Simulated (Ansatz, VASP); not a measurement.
I: VASP beside Ansatz

```xyz
4
Lattice="3.6106 -2.3789 0.0000 3.6106 2.3789 0.0000 0.0000 0.0000 9.7277" Properties=species:S:1:pos:R:3 pbc="T T T"
I     3.6106   -0.7104    3.7393
I     3.6106    1.6686    1.1245
I     3.6106    0.7104    5.9884
I     3.6106   -1.6686    8.6032
```

Alike in both runs: task single point; functional PBE; k mesh 7 × 7 × 3; occupations fermi-dirac, width 0.05 eV; no spin polarisation.

|  | VASP | Ansatz |
| --- | --- | --- |
| version | VASP 6.6.1 | Ansatz 0.2.0 |
| potentials or method | VASP PAW PBE potentials, release 64 (I) | Ansatz PAW |
| plane-wave cutoff (eV) | 520 | 420 |
| valence electrons in the cell | 28 | 68 |

|  | VASP | Ansatz | Ansatz less VASP |
| --- | --- | --- | --- |
| gap on the k mesh at the Fermi level (eV) | 1.38 | 1.37 | -0.008 |
| least direct gap on the mesh (eV) | 1.47 | 1.46 | -0.005 |
| pressure (GPa) | 2.3 | 2.4 | +0.02 |
| largest component of the traceless stress (GPa) | 1.43 | 1.45 | +0.024 |
| rms of the force components (eV/Å) | 0.595 | 0.603 | +0.0084 |

Atom by atom the forces differ by 0.008 eV/Å (rms over components). With one functional, cell and mesh, what is left measures potentials, basis and numerics. The two sets of potentials don't hold the same shells in valence.

Caveats: spin-orbit coupling is left out, which moves the levels of the heavy elements; forces of over 1 eV/Å show positions far from the minimum, so gaps and moduli don't describe the material at rest; an odd mesh through Γ misses points on the zone boundary, where band edges often lie (VASP); odd divisions of the mesh miss points on the zone boundary, where band edges often lie, so the gap on the mesh can be too wide (Ansatz).
